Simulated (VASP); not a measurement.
A run of VASP 6.6.1 is set up as follows.

File INCAR:

```
PREC     = Accurate       # precision mode
ENCUT    = 520            # plane-wave cutoff, eV
EDIFF    = 1E-7           # SCF threshold, eV
ISMEAR   = 0              # smearing method
SIGMA    = 0.02           # smearing width, eV
LREAL    = False          # projectors in reciprocal space
LASPH    = True           # aspherical terms in the spheres
NELM     = 80             # most SCF steps
ALGO     = Normal         # electronic algorithm
ISIF     = 2              # what is computed and relaxed
LWAVE    = False          # write WAVECAR
LCHARG   = False          # write CHGCAR
LDIPOL   = True         
IDIPOL   = 3            
DIPOL    = 0.5 0.5 0.500
GGA      = PE             # functional
IVDW     = 12             # dispersion correction
NBANDS   = 18             # bands
```

File KPOINTS:

```
regular mesh
0
Gamma
  9 9 1
```

The input POSCAR:

```
PtS2
1.0
    3.5833083425      0.0000000000      0.0000000000
   -1.7916541712      3.1032360542      0.0000000000
    0.0000000000      0.0000000000     30.8254864364
S Pt
2 1
Direct
    0.6666666667      0.3333333333      0.4608644745
    0.3333333333      0.6666666667      0.5391355255
    0.0000000000      0.0000000000      0.5000000000
```

Potentials or basis: VASP PAW PBE potentials, release 64 (S, Pt).

Run with:

```console
$ cat potpaw_PBE.64/S/POTCAR potpaw_PBE.64/Pt/POTCAR > POTCAR
$ mpirun -np 1 vasp_std > vasp.out
```

(1) Estimate the band gap on the k mesh.

(2) Estimate the largest force.

(3) Predict the dispersion energy per atom.

## Answers

(1) 1.82 eV, indirect (least direct gap 1.87 eV).

(2) 0.114 eV/Å.

(3) -0.271 eV.

Caveat: spin-orbit coupling is left out, which moves the levels of the heavy elements; the cell's inner coordinates are idealised or old, which leaves forces on the atoms.
